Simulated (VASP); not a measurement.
# Pt (Fm-3m) in VASP: notebook

One crystal, Pt, is run at these levels: PBE; tasks: relaxation of cell and atoms.

Program: VASP 6.6.1. These are calculated values, not measurements. Logs are shortened: lines on timing, memory, paths and dates and some standing lists are left out, and cuts for length are marked.

## (1) The crystal as given

It takes space group Fm-3m (No. 225, cubic). Conventional cell: a = 3.922 Å, b = 3.922 Å, c = 3.922 Å, α = 90.00°, β = 90.00°, γ = 90.00°. Pt (site symmetry m-3m) is surrounded by 12 Pt at 2.77 Å.

## (2) Relaxation of cell and atoms, PBE

Input file INCAR:

```
ALGO = Normal
EDIFF = 1E-7
EDIFFG = -0.15
ENCUT = 520
GGA = PE
IBRION = 2
ISIF = 3
ISMEAR = 0
LASPH = True
LCHARG = False
LREAL = False
LWAVE = False
NELM = 100
NSW = 80
PREC = Accurate
SIGMA = 0.1
```

Input file KPOINTS:

```
k-points
0
Gamma
  18 18 18
```

Input file POSCAR:

```
Pt
1.0
    0.0000000000      1.9609000000      1.9609000000
    1.9609000000      0.0000000000      1.9609000000
    1.9609000000      1.9609000000      0.0000000000
Pt
1
Direct
    0.0000000000      0.0000000000      0.0000000000
```

Potentials or basis: VASP PAW PBE potentials, release 64 (Pt).

Started as:

```bash
> cat potpaw_PBE.64/Pt/POTCAR > POTCAR
> mpirun -np 1 vasp_std > vasp.out
```

OUTCAR:

```text
EDIFF = 1E-7
   EDIFFG = -0.15
   ENCUT = 520
   GGA = PE
   IBRION = 2
   ISIF = 3
   ISMEAR = 0
   LASPH = True
   LREAL = False
   NELM = 100
   NSW = 80
   PREC = Accurate

 ion  position               nearest neighbor table
   1  0.000  0.000  0.000-

  LATTYP: Found a face centered cubic cell.
 ALAT       =     3.9218000000

  Lattice vectors:

 A1 = (   0.0000000000,   1.9609000000,   1.9609000000)
 A2 = (   1.9609000000,   0.0000000000,   1.9609000000)
 A3 = (   1.9609000000,   1.9609000000,   0.0000000000)

Analysis of symmetry for initial positions (statically):
=====================================================================
 Subroutine PRICEL returns:
 Original cell was already a primitive cell.

 Routine SETGRP: Setting up the symmetry group for a
 face centered cubic supercell.

 Subroutine GETGRP returns: Found 48 space group operations
 (whereof 48 operations were pure point group operations)
 out of a pool of 48 trial point group operations.

The static configuration has the point symmetry O_h .

Analysis of symmetry for dynamics (positions and initial velocities):
=====================================================================
 Subroutine PRICEL returns:
 Original cell was already a primitive cell.

 Routine SETGRP: Setting up the symmetry group for a
 face centered cubic supercell.

 Subroutine GETGRP returns: Found 48 space group operations
 (whereof 48 operations were pure point group operations)
 out of a pool of 48 trial point group operations.

The dynamic configuration has the point symmetry O_h .

 Subroutine INISYM returns: Found 48 space group operations
 (whereof 48 operations are pure point group operations),
 and found     1 'primitive' translations

----------------------------------------------------------------------------------------

                                     Primitive cell

  volume of cell :      15.0798

  direct lattice vectors                    reciprocal lattice vectors
     0.000000000  1.960900000  1.960900000    -0.254984956  0.254984956  0.254984956
     1.960900000  0.000000000  1.960900000     0.254984956 -0.254984956  0.254984956
     1.960900000  1.960900000  0.000000000     0.254984956  0.254984956 -0.254984956

  length of vectors
     2.773131374  2.773131374  2.773131374     0.441646899  0.441646899  0.441646899

  position of ions in fractional coordinates (direct lattice)
     0.000000000  0.000000000  0.000000000

  ion indices of the primitive-cell ions
   primitive index   ion index
                 1           1

----------------------------------------------------------------------------------------

 KPOINTS: k-points

Automatic generation of k-mesh.
 Grid dimensions read from file:
 generate k-points for:   18   18   18

 Generating k-lattice:

  Cartesian coordinates                     Fractional coordinates (reciprocal lattice)
    -0.014165831  0.014165831  0.014165831     0.055555556  0.000000000  0.000000000
     0.014165831 -0.014165831  0.014165831     0.000000000  0.055555556  0.000000000
     0.014165831  0.014165831 -0.014165831     0.000000000  0.000000000  0.055555556

  Length of vectors
     0.024535939  0.024535939  0.024535939

  Shift w.r.t. Gamma in fractional coordinates (k-lattice)
     0.000000000  0.000000000  0.000000000

 Subroutine IBZKPT returns following result:
 ===========================================

 Found    195 irreducible k-points:

 Following reciprocal coordinates:
            Coordinates               Weight
  0.000000  0.000000  0.000000      1.000000
  0.055556  0.000000  0.000000      8.000000
  0.111111  0.000000  0.000000      8.000000
  0.166667  0.000000  0.000000      8.000000
  0.222222  0.000000  0.000000      8.000000
  0.277778  0.000000  0.000000      8.000000
[... 16 lines left out ...]
 -0.277778  0.055556  0.000000     24.000000
 -0.222222  0.055556  0.000000     24.000000
 [... further k-points ...]
   k-points           NKPTS =    195   k-points in BZ     NKDIM =    195   number of bands    NBANDS=      9
   number of dos      NEDOS =    301   number of ions     NIONS =      1
   total plane-waves  NPLWV =  13824
   dimension x,y,z NGX =    24 NGY =   24 NGZ =   24
   dimension x,y,z NGXF=    48 NGYF=   48 NGZF=   48
   ions per type =               1
   NGX,Y,Z   is equivalent  to a cutoff of  14.39, 14.39, 14.39 a.u.
   NGXF,Y,Z  is equivalent  to a cutoff of  28.78, 28.78, 28.78 a.u.
 SYSTEM =  unknown system
   PREC   = accura    normal or accurate (medium, high low for compatibility)
   ISTART =      0    job   : 0-new  1-cont  2-samecut
   ICHARG =      2    charge: 1-file 2-atom 10-const
   ISPIN  =      1    spin polarized calculation?
   LNONCOLLINEAR =      F non collinear calculations
   LSORBIT =      F    spin-orbit coupling
   LASPH  =      T    aspherical Exc in radial PAW
   ENCUT  =  520.0 eV  38.22 Ry    6.18 a.u.   5.16  5.16  5.16*2*pi/ulx,y,z
   NELM   =    100;   NELMIN=  2; NELMDL= -5     # of ELM steps
   EDIFF  = 0.1E-06   stopping-criterion for ELM
   LREAL  =      F    real-space projection
   EDIFFG = -.1E+00   stopping-criterion for IOM
   NSW    =     80    number of steps for IOM
   IBRION =      2    ionic relax: 0-MD 1-quasi-New 2-CG
   NFREE  =      1    steps in history (QN), initial steepest desc. (CG)
   ISIF   =      3    stress and relaxation
   ISYM   =      2    0-nonsym 1-usesym 2-fastsym
   POTIM  = 0.5000    time-step for ionic-motion
   TEBEG  =    0.0;   TEEND  =   0.0 temperature during run
   PSTRESS=    0.0 pullay stress
   NELECT =      10.0000    total number of electrons
   NUPDOWN=      -1.0000    fix difference up-down
   EMIN   =  10.00;   EMAX   =-10.00  energy-range for DOS
   EFERMI =   0.00;   METHOD = LEGACY
   ISMEAR =     0;   SIGMA  =   0.10  broadening in eV -4-tet -1-fermi 0-gaus
   EFERMI_NEDOS =   21; number of points for ismear=-14 and -15
   IALGO  =     38    algorithm
   IMIX   =      4    mixing-type and parameters
     AMIX     =   0.40;   BMIX     =  1.00
     AMIX_MAG =   1.60;   BMIX_MAG =  1.00
  volume/ion in A,a.u.               =      15.08       101.76
  Fermi-wavevector in a.u.,A,eV,Ry     =   1.427609  2.697791 27.729605  2.038068
  Thomas-Fermi vector in A             =   2.547760
   LORBIT       =      0    0 simple, 1 ext, 2 COOP (PROOUT), +10 PAW based schemes
   GGA     = PE    functional components
   LHFCALC =     F    Hartree Fock is set to
   AEXX    =    0.0000 exact exchange contribution
   IVDW    =     0    specifies the selected vdW correction
   LEPSILON=     F    determine dielectric tensor
   LRPA    =     F    only Hartree local field effects (RPA)
 conjugate gradient relaxation of ions
 non-spin polarized calculation
 Gauss-broadening in eV      SIGMA  =   0.10
  energy-cutoff  :      520.00
  volume of cell :       15.08
 maximum number of plane-waves:       419
 NGX is ok and might be reduce to    24
   NGX = 11   NGY = 11   NGZ = 11

--------------------------------------- Ionic step        1  -------------------------------------------

 number of electron      10.0000000 magnetization

 Free energy of the ion-electron system (eV)
  ---------------------------------------------------
  ext. energy  EPLUGINS =         0.00000000
  ---------------------------------------------------
  free energy    TOTEN  =        -6.08435659 eV

  energy without entropy =       -6.07369199  energy(sigma->0) =       -6.07902429

------------------------ aborting loop because EDIFF is reached ----------------------------------------

  FORCE on cell =-STRESS in cart. coord.  units (eV):
  Direction    XX          YY          ZZ          XY          YZ          ZX
  --------------------------------------------------------------------------------------
  -------------------------------------------------------------------------------------
  Total        0.8958881      0.8958881      0.8958881     -0.0000000      0.0000000     -0.0000000
  in kB       95.1848857     95.1848857     95.1848857     -0.0000000      0.0000000     -0.0000000
  external PRESSURE =      95.1848857 kB  Pullay stress =       0.0000000 kB
[... 20 lines left out ...]
  energy  without entropy=       -6.0736919865  energy(sigma->0) =       -6.07902429

--------------------------------------- Ionic step        2  -------------------------------------------

 number of electron      10.0000001 magnetization

 E-fermi :   8.9850     XC(G=0): -12.7383

 val. band max:        8.9842251896   @ k =   0.4444   0.1111   0.0000
 cond. band min:       8.9901055537   @ k =  -0.4444   0.2778   0.0556
 fundamental gap:      0.0058803640
 Fermi energy:         8.9850131457

 k-point     1 :       0.0000    0.0000    0.0000
  band No.  band energies     occupation
      1       0.1226      2.00000
      2       5.9090      2.00000
      3       5.9090      2.00000
      4       5.9090      2.00000
      5       7.6535      2.00000
      6       7.6535      2.00000
      7      23.8894      0.00000
      8      28.1480      0.00000
      9      28.1480      0.00000
[... 308 lines left out ...]
  energy  without entropy=       -5.9943271074  energy(sigma->0) =       -6.00074895

--------------------------------------- Ionic step        3  -------------------------------------------

 number of electron      10.0000002 magnetization

 Free energy of the ion-electron system (eV)
  ---------------------------------------------------
  ext. energy  EPLUGINS =         0.00000000
  ---------------------------------------------------
  free energy    TOTEN  =        -6.09955156 eV

  energy without entropy =       -6.08828926  energy(sigma->0) =       -6.09392041

 E-fermi :  10.5875     XC(G=0): -13.2760

 val. band max:       10.5871534327   @ k =  -0.3333   0.3889   0.1111
 cond. band min:      10.5981372259   @ k =   0.4444   0.1111   0.0000
 fundamental gap:      0.0109837931
 Fermi energy:        10.5874570730

 k-point     1 :       0.0000    0.0000    0.0000
  band No.  band energies     occupation
      1       0.7693      2.00000
      2       7.0132      2.00000
      3       7.0132      2.00000
      4       7.0132      2.00000
      5       9.0435      2.00000
      6       9.0435      2.00000
      7      25.3215      0.00000
      8      30.0850      0.00000
      9      30.0850      0.00000
[... 304 lines left out ...]
  FREE ENERGIE OF THE ION-ELECTRON SYSTEM (eV)
  ---------------------------------------------------
  free  energy   TOTEN  =        -6.0995515596 eV

  energy  without entropy=       -6.0882892650  energy(sigma->0) =       -6.09392041

 reached required accuracy - stopping structural energy minimisation
```

It took 2.6 min on 1 thread of AMD EPYC 7R43 (Zen 3), shared host; peak memory 0.14 GiB.

What came out:

| Property | Result |
| --- | --- |
| Free energy | -6.0996 eV |
| Relaxed volume | 15.63 Å³/atom |
| Relaxed cell | a = 2.807 Å, b = 2.807 Å, c = 2.807 Å, α = 60.00°, β = 60.00°, γ = 60.00° |
| Space group after relaxing (to 0.05 Å) | Fm-3m (No. 225) |
| Energy gained by relaxing | 15.2 meV/atom |
| Ionic steps | 3 |
| Pressure after relaxing | -0.3 GPa |
| Band gap on the k mesh | none (metal or under the smearing width) |

Step by step:
| step | energy change (eV) | largest force (eV/Å) | pressure (GPa) | volume (Å³) |
| --- | --- | --- | --- | --- |
| 1 | 0.0000 | 0.0000 | 9.52 | 15.08 |
| 2 | 0.0772 | 0.0000 | -17.70 | 17.12 |
| 3 | -0.0152 | 0.0000 | -0.30 | 15.63 |

Final structure:
```xyz
1
Lattice="0.0000 1.9846 1.9846 1.9846 0.0000 1.9846 1.9846 1.9846 0.0000" Properties=species:S:1:pos:R:3 pbc="T T T"
Pt    0.0000    0.0000    0.0000
```

Caveat: the relaxation stopped at a loose force limit of 0.15 eV/Å, so its end isn't a converged minimum.

## (3) Relaxation of cell and atoms, PBE

This run uses another cell than the first one, of 15.63 Å³/atom, 1.037 times its volume.

INCAR is that of step 2.

KPOINTS is that of step 2.

Input file POSCAR:

```
Pt                                      
1.0
    0.0000000000      1.9845567871      1.9845567871
    1.9845567871      0.0000000000      1.9845567871
    1.9845567871      1.9845567871     -0.0000000000
  Pt            
     1
Direct
     0.0000000000000000    0.0000000000000000    0.0000000000000000
```

Potentials or basis: VASP PAW PBE potentials, release 64 (Pt).

Started as:

```bash
> cat potpaw_PBE.64/Pt/POTCAR > POTCAR
> mpirun -np 1 vasp_std > vasp.out
```

It took 52 s on 1 thread of AMD EPYC 7R43 (Zen 3), shared host; peak memory 0.13 GiB.

It converged, with:

```yaml
Free_energy: -6.1001 eV
Pressure_after_relaxing: -0.3 GPa
Band_gap_on_the_k_mesh: none (metal or under the smearing width)
```

Final structure:
```
Pt
1.0
     0.00000    1.98456    1.98456
     1.98456    0.00000    1.98456
     1.98456    1.98456    0.00000
Pt
1
Direct
  0.00000 0.00000 0.00000
```

Levels at points of the mesh, in eV from the Fermi level:
```csv
k point,band 1,band 2,band 3,band 4,band 5,band 6,band 7,band 8,band 9
"(0.00, 0.00, 0.00)",-9.82,-3.57,-3.57,-3.57,-1.54,-1.54,14.73,19.50,19.50
"(0.50, 0.00, 0.00)",-6.96,-3.63,-3.63,-0.33,0.03,0.03,5.57,14.29,18.73
"(0.50, 0.50, 0.00)",-6.69,-6.25,0.00,0.45,0.45,1.85,8.50,11.28,11.28
```

Caveat: the relaxation stopped at its first step, so nothing moved; the relaxation stopped at a loose force limit of 0.15 eV/Å, so its end isn't a converged minimum.
